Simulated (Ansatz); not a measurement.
# CdSe: response to strain

CdSe is deformed so: z strained by +3 % at fixed volume. What stress and forces result, by LAPW, PAW and all-electron datasets made for the crystal?

Program: Ansatz 0.2.0. Level of theory: DFT PBE, scalar-relativistic. These are calculated values, not measurements.

## Step 1: The system as given

Symmetry: F-43m, No. 216, cubic system. The conventional cell has a = 6.141 Å, b = 6.141 Å, c = 6.141 Å, α = 90.00°, β = 90.00°, γ = 90.00°. Cd (site symmetry -43m) has 4 Se at 2.66 Å as nearest neighbours. Se (site symmetry -43m) is surrounded by 4 Cd at 2.66 Å.

As a file:

```xyz
2
Lattice="0.0000 3.0703 3.0703 3.0703 0.0000 3.0703 3.0703 3.0703 0.0000" Properties=species:S:1:pos:R:3 pbc="T T T"
Cd    0.0000    0.0000    0.0000
Se    1.5351    1.5351    1.5351
```

Atoms are numbered in the order of the input: Cd1, Se2.

## Step 2: The deformed structure

Space group F-43m before, I-4m2 after.

## Step 3: LAPW, all electrons

input.yaml

```yaml
crystal:
  lattice:
    - [0.0, 3.025228104, 3.1623793346]
    - [3.025228104, 0.0, 3.1623793346]
    - [3.025228104, 3.025228104, 0.0]
  atoms:
    - { symbol: Cd, position: [0.0, 0.0, 0.0] }
    - { symbol: Se, position: [0.25, 0.25, 0.25] }
kpoints:
  mp_grid: { grid: [8, 8, 8] }
scf:
  occupations: { method: fermi_dirac, width: 0.03 }
hamiltonian:
  xc: pbe
  pseudopotentials: { kind: all_electron, lapw: { basis_error: 0.001 } }
output:
  forces: true
  stress: true
  eigenvalues: true
```

## Step 4: PAW with frozen cores

Edit input.yaml of step 3 so:

```diff
@@ -14,3 +14,3 @@
   xc: pbe
-  pseudopotentials: { kind: all_electron, lapw: { basis_error: 0.001 } }
+  pseudopotentials: { kind: paw }
 output:
@@ -19 +19,2 @@
   eigenvalues: true
+  efg: { contact_densities: true }
```

## Step 5: Datasets made for this crystal

Edit input.yaml of step 4 so:

```diff
@@ -14,3 +14,3 @@
   xc: pbe
-  pseudopotentials: { kind: paw }
+  pseudopotentials: { kind: all_electron, datasets: crystal }
 output:
```

(Steps that only read results are left out.)

What does the calculation give? Wanted: pressure; largest shear or deviatoric stress.

As calculated:

| quantity | value |
| --- | --- |
| pressure | LAPW 1.26, PAW 1.24, crystal datasets 1.26 GPa |
| largest shear or deviatoric stress (LAPW) | 0.53 GPa |

The largest part of the stress beyond the pressure is 0.53 GPa in size, in the zz component; the atoms are carried along and not relaxed. No run of the undeformed cell stands beside it, so the pressure holds what the given cell had before the change. PAW: stress within 0.02 GPa of LAPW. Crystal datasets: stress within 0.01 GPa of LAPW.
